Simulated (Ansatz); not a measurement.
NaBr (rock salt) is sheared across one {110} plane: the third cell vector gains the shift, so faults repeat every 6.4 Å. The cut lies between planes 2.13 Å apart; the cell height is held.

```xyz
6
Lattice="4.2681 0.0000 0.0000 0.0000 6.0360 0.0000 2.1340 3.0180 6.4021" Properties=species:S:1:pos:R:3 pbc="T T T"
Br     1.7784     2.5150     5.3351
Br     1.7784     2.5150     1.0670
Br     3.9124     5.5330     3.2011
Na     1.7784     5.5330     5.3351
Na     1.7784     5.5330     1.0670
Na     3.9124     2.5150     3.2011
```

In-plane vectors a = (4.268, 0.000) Å, b = (0.000, 6.036) Å, area 25.76 Å². The shift is s times the vector a (length 4.268 Å), so s = 1 restores the start. Atoms relax along the normal only. γ = [E(shift) − E(0)] / area.

Computed with PBE (plane waves to 420 eV, PAW, scalar-relativistic; Ansatz, an electronic-structure program). k mesh 7×7×7 (Γ-centred), Fermi-Dirac smearing 0.05 eV. E is the zero-smearing estimate. Some relaxations began with atoms very close together and may have settled on another branch. Faults lie only 6.4 Å apart, and holding the cell height raises γ above its relaxed value. NaBr was relaxed with its symmetry unable to fall. The zero of γ is zero shift.

```
s      γ (mJ/m²)
-----  ---------
0.000          0
0.083         36
0.167        104
0.250        168
0.333   withheld
0.417        254
0.500        266
0.583        254
0.667   withheld
0.750        168
0.833        104
0.917         36
```

### Question
Fit a Fourier form (three harmonics of 1 − cos and sin) to the given rows and predict γ at s = 0.333.

### Answer
Least squares on the 10 given rows: γ = (126.5)·[1 − cos(2πs)] + (17.2)·[1 − cos(4πs)] + (7.8)·[1 − cos(6πs)], in mJ/m²; root-mean-square residual 1.7 mJ/m². At 0.333 the fit gives 216 mJ/m²; the calculation gives 220 mJ/m², so the interpolation is off by -4 (-1.8 %). 

(The slope of γ gives the shear force per area between the displaced halves; near zero shift its curvature is an elastic stiffness.)
